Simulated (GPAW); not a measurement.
# ZnSe (Stilleite) (F-43m) in GPAW: a series of runs

One crystal, ZnSe (Stilleite), is run at these levels: PBE; tasks: single point.

Program: GPAW 26.7.0. These are calculated values, not measurements. Logs are shortened: lines on timing, memory, paths and dates and some standing lists are left out, and cuts for length are marked. The log counts tension as positive stress, the text compression.

**Experimental background.**

From “Alloy Disordering Effects on the Thermal Conductivity and Energy Gap Temperature Dependence of Cd1−xZnxSe Ternary Crystals Grown by the Bridgman Method”, 2023, pmc:10253836, for a bulk crystal of ZnSe at 300 K: band gap 2.695 ± 0.003 eV (an exciton energy, a little under the gap).

How close the calculation comes is told below.

## (1) The crystal as given

The structure is cubic, space group F-43m (No. 216). The conventional cell has a = 5.668 Å, b = 5.668 Å, c = 5.668 Å, α = 90.00°, β = 90.00°, γ = 90.00°. Se (site symmetry -43m) has 4 Zn at 2.45 Å as nearest neighbours. Zn (site symmetry -43m) has 4 Se at 2.45 Å as nearest neighbours.

## (2) Single point, PBE

Input file run.py:

```python
from ase.dft.bandgap import bandgap
from ase.io import read, write
from ase.units import GPa
from gpaw import GPAW, PW

atoms = read('POSCAR')

calc = GPAW(mode=PW(600),
            xc='PBE',
            kpts={'size': (8, 8, 8), 'gamma': True},
            occupations={'name': 'methfessel-paxton', 'order': 0, 'width': 0.022},
            nbands=18,
            convergence={'density': 1e-05, 'energy': 1e-05},
            maxiter=150,
            txt='gpaw.txt')
atoms.calc = calc
energy = atoms.get_potential_energy()
forces = atoms.get_forces()
stress = atoms.get_stress()
calc.write('gs.gpw')
write('result.traj', atoms)
print(f'Energy: {energy:.6f} eV')
print('Forces (eV/A):')
print(forces.round(4))
print('Stress (GPa):', (stress / GPa).round(3))
print('Fermi level:', round(calc.get_fermi_level(), 4), 'eV')
print(f'Gap: {bandgap(calc)[0]:.4f} eV, direct: {bandgap(calc, direct=True)[0]:.4f} eV')
```

Input file POSCAR:

```
ZnSe
1.0
    0.0000000000      2.8338000000      2.8338000000
    2.8338000000      0.0000000000      2.8338000000
    2.8338000000      2.8338000000      0.0000000000
Se Zn
1 1
Direct
    0.7500000000      0.7500000000      0.7500000000
    0.0000000000      0.0000000000      0.0000000000
```

Potentials or basis: GPAW PAW data sets (gpaw-data 1.2.1), pw.

The run is started by

```sh
OMP_NUM_THREADS=1 python run.py
```

gpaw.txt:

```text
__  _  _
 | _ |_)|_||  |
 |__||  | ||/\| - 26.7.0

Input parameters:
  mode=PW(ecut=600.0),
  convergence={'density': 1e-05, 'energy': 1e-05},
  kpts=MonkhorstPack(size=(8, 8, 8), gamma=True),
  maxiter=150,
  nbands=18,
  occupations=Occupations(name='methfessel-paxton', order=0, width=0.022),
  xc=XC(name='PBE')

Diagonalizing LCAO Hamiltonian
Converting LCAO to pw mode

                    Se

       Zn

Atoms  # Å, Bohr magnetons
|   | symbol |        x |        y |        z |    initial magnetic moments |
|---|--------|----------|----------|----------|-----------------------------|
| 0 |     Se | 4.250700 | 4.250700 | 4.250700 | ( 0.0000,  0.0000,  0.0000) |
| 1 |     Zn | 0.000000 | 0.000000 | 0.000000 | ( 0.0000,  0.0000,  0.0000) |

Unit cell  # Å
| periodic |        x |        y |        z |  lengths |    angles |
|----------|----------|----------|----------|----------|-----------|
|      yes | 0.000000 | 2.833800 | 2.833800 | 4.007598 | 60.000000 |
|      yes | 2.833800 | 0.000000 | 2.833800 | 4.007598 | 60.000000 |
|      yes | 2.833800 | 2.833800 | 0.000000 | 4.007598 | 60.000000 |

Number of symmetries: 24
Symmetry operations  # r_c * U_cc + t_c -> r_c
|    | kind |            matrix            |
|----|------|------------------------------|
|  0 |  E   |  1, 0, 0,  0, 1, 0,  0, 0, 1 |
|  1 |  σ   |  1, 0, 0,  0, 0, 1,  0, 1, 0 |
|  2 |  σ   |  1, 0,-1,  0, 1,-1,  0, 0,-1 |
|  3 |  C3  |  1, 0,-1,  0, 0,-1,  0, 1,-1 |
|  4 |  C3  |  1,-1, 0,  0,-1, 1,  0,-1, 0 |
|  5 |  σ   |  1,-1, 0,  0,-1, 0,  0,-1, 1 |
|  6 |  σ   |  0, 1, 0,  1, 0, 0,  0, 0, 1 |
|  7 |  C3  |  0, 1, 0,  0, 0, 1,  1, 0, 0 |
|  8 |  C2  |  0, 1,-1,  1, 0,-1,  0, 0,-1 |
|  9 |  S4  |  0, 1,-1,  0, 0,-1,  1, 0,-1 |
| 10 |  C3  |  0, 0, 1,  1, 0, 0,  0, 1, 0 |
| 11 |  σ   |  0, 0, 1,  0, 1, 0,  1, 0, 0 |
| 12 |  S4  |  0, 0,-1,  1, 0,-1,  0, 1,-1 |
| 13 |  C3  |  0, 0,-1,  0, 1,-1,  1, 0,-1 |
| 14 |  S4  |  0,-1, 1,  1,-1, 0,  0,-1, 0 |
| 15 |  C2  |  0,-1, 1,  0,-1, 0,  1,-1, 0 |
| 16 |  C3  |  0,-1, 0,  1,-1, 0,  0,-1, 1 |
| 17 |  S4  |  0,-1, 0,  0,-1, 1,  1,-1, 0 |
| 18 |  S4  | -1, 1, 0, -1, 0, 1, -1, 0, 0 |
| 19 |  C3  | -1, 1, 0, -1, 0, 0, -1, 0, 1 |
| 20 |  C3  | -1, 0, 1, -1, 1, 0, -1, 0, 0 |
| 21 |  S4  | -1, 0, 1, -1, 0, 0, -1, 1, 0 |
| 22 |  σ   | -1, 0, 0, -1, 1, 0, -1, 0, 1 |
| 23 |  C2  | -1, 0, 0, -1, 0, 1, -1, 1, 0 |

BZ-sampling:
  Number of BZ points: 512
  Number of IBZ points: 29

  Monkhorst-Pack size: [8, 8, 8]
  Monkhorst-Pack shift: [0.0625, 0.0625, 0.0625]

K-points  # in reciprocal-cell coordinates
|     |                                coordinates |     weight |
|-----|--------------------------------------------|------------|
|   0 | (  0.00000000,   0.00000000,   0.00000000) | 0.00195312 |
|   1 | (  0.12500000,   0.12500000,   0.00000000) | 0.01171875 |
|   2 | (  0.12500000,   0.12500000,   0.12500000) | 0.01562500 |
|   3 | (  0.25000000,   0.12500000,   0.12500000) | 0.02343750 |
|   4 | (  0.25000000,   0.25000000,   0.00000000) | 0.01171875 |
|   5 | (  0.25000000,   0.25000000,   0.12500000) | 0.04687500 |
|   6 | (  0.25000000,   0.25000000,   0.25000000) | 0.01562500 |
|   7 | (  0.37500000,   0.25000000,  -0.37500000) | 0.04687500 |
|   8 | (  0.37500000,   0.25000000,   0.12500000) | 0.04687500 |
|   9 | (  0.37500000,   0.25000000,   0.25000000) | 0.04687500 |
| ... |                                            |            |
|  28 | (  0.50000000,   0.50000000,   0.50000000) | 0.00781250 |

Plane wave coefficients: 1540
Cutoff: 600.0 eV

Spin-components: 1 (collinear spins)
Bands:           18
Projectors:      11
Spin-degeneracy: 2
Datatype:        complex128

Parallelization:
  kpt:    1
  domain: 1
  band:   1

Density:
  Valence electrons: 18.0
  Components: 1
  Grid points: [24 24 24]
  Charge: 0.0  # |e|

Potential:
  Grid points: [24 24 24]

species:
  Se:
    name:    Selenium
    Z:       34.0
    valence: 6
    core:    28
    charge:  0.0  # [|e|]
    compensation charges:
      type: gauss
      rc: 0.27  # [Å]
      lmax: 2
    cutoffs:
      filter: 1.77  # [Å]
      core: 2.67  # [Å]
    projectors
    | kind |    occ | energy [eV] | rcut [Å] |
    |------|--------|-------------|----------|
    |   4s |  2.000 |     -17.277 |    0.847 |
    |   4p |  4.000 |      -6.512 |    1.005 |
    |    s |        |       9.935 |    0.847 |
    |    p |        |      20.699 |    1.005 |
    |    d |        |       0.000 |    0.847 |

    Using partial waves for Se as LCAO basis

  Zn:
    name:    Zinc
    Z:       30.0
    valence: 12
    core:    18
    charge:  0.0  # [|e|]
    compensation charges:
      type: gauss
      rc: 0.37  # [Å]
      lmax: 2
    cutoffs:
      filter: 2.14  # [Å]
      core: 2.28  # [Å]
    projectors
    | kind |    occ | energy [eV] | rcut [Å] |
    |------|--------|-------------|----------|
    |   4s |  2.000 |      -5.977 |    1.286 |
    |   4p |  0.000 |      -1.117 |    1.270 |
    |   3d | 10.000 |     -10.142 |    1.180 |
    |    s |        |      21.234 |    1.286 |
    |    p |        |      26.095 |    1.270 |
    |    d |        |      17.070 |    1.180 |

    Using partial waves for Zn as LCAO basis

Reference energy: -114964.858784  # eV

eigensolver:
  PPCG
  Converge bands: occupied
  niter=2

density mixing:
  MSR1-Mixer
  Pratt-step length: 0.05
  Maximum mixing coefficient: 0.75
  Old densities: 10
  SVD Regularization: 0.005
  Good broyden scale: 1.0
  Trust region scale: 1.0
  Backstep threshold: 4.0
  History deletion threshold: 6.0
  Fourier metric: weight=20.0, sigma=0.015

occupation numbers:
  Methfessel-Paxton:
    width: 0.0220  # eV
    order: 0

poisson solver:
  ecut: 4800.0  # eV

xc functional:
  name: PBE with 2 nearest neighbor stencil

convergence criteria:
[... 6 lines left out ...]
|iter     | |      energy | eigst |  dens |
|---------|-|-------------|-------|-------|
|iter:   1| |   -6.339548 | -0.25 |       |
|iter:   2| |   -6.282171 | -2.22 | -1.24 |
|iter:   3| |   -6.100369 | -1.65 | -1.28 |
|iter:   4| |   -6.100329 | -2.63 | -1.83 |
|iter:   5| |   -6.101408 | -3.71 | -2.31 |
|iter:   6| |   -6.101380 | -4.25 | -2.93 |
|iter:   7| |   -6.101403c| -5.24 | -3.51 |
|iter:   8| |   -6.101407c| -6.03 | -3.93 |
|iter:   9| |   -6.101407c| -8.14c| -5.04c|

Converged in 9 steps
Energy contributions relative to reference atoms: (reference = -114964.858784)

Energy contributions:
  Kinetic:          13.004586
  Coulomb:         -11.065266
  Zero:             -0.038423
  External:          0.000000
  Xc:               -8.002304
  Entropy:          -0.000000
  Spinorbit:         0.000000
  ----------------------------
  Free energy:      -6.101407
  Extrapolated:     -6.101407

dipole moment: (-7.090447, -7.090447, -7.090447)  # |e|*Ang

Fermi level: 4.353
Eigenvalues  # (at kpt = [0.000, 0.000, 0.000])
| band index |      eig [eV] | occ [0-2] |
|------------|---------------|-----------|
|          0 |        -9.375 |     2.000 |
|          1 |        -2.645 |     2.000 |
|          2 |        -2.645 |     2.000 |
|          3 |        -2.645 |     2.000 |
|          4 |        -2.279 |     2.000 |
|          5 |        -2.279 |     2.000 |
[... 10 lines left out ...]
|         16 |        16.945 |     0.000 |
|         17 |        16.945 |     0.000 |

Gap: 1.298 eV
Transition (v -> c):
  (s=0, k=0, n=8, [0.00, 0.00, 0.00]) -> (s=0, k=0, n=9, [0.00, 0.00, 0.00])
No difference between direct/indirect transitions

Forces  # eV/Ang
|       x |        y |        z |
|---------|----------|----------|
| 0.00000 |  0.00000 |  0.00000 |  # Se   0
| 0.00000 | -0.00000 | -0.00000 |  # Zn   1

Stress tensor  # eV/Ang^3
|         x |         y |         z |
|-----------|-----------|-----------|
| -0.013034 | -0.000000 | -0.000000 |
| -0.000000 | -0.013034 |  0.000000 |
| -0.000000 |  0.000000 | -0.013034 |

# Writing to gs.gpw (mode='')
```

Run time: 18 s. Hardware: 1 thread of Intel Xeon Platinum 8259CL at 2.50GHz (Skylake/Cascade Lake), shared host; peak memory 0.16 GiB.

Results:

```
Free energy            : -6.1014 eV
Pressure               : 2.1 GPa
Band gap on the k mesh : 1.30 eV, direct
```

Levels at points of the mesh, in eV from the valence-band top:
| k point | band 7 | band 8 | band 9 | band 10 | band 11 | band 12 |
| --- | --- | --- | --- | --- | --- | --- |
| (0.00, 0.00, 0.00) | 0.00 | 0.00 | 0.00 | 1.30 | 5.81 | 5.81 |
| (0.50, 0.50, 0.00) | -4.74 | -2.18 | -2.18 | 2.99 | 3.47 | 10.73 |
| (0.50, 0.50, 0.50) | -5.22 | -0.87 | -0.87 | 2.55 | 6.39 | 6.39 |

(Part 1 of 2 ends here.)
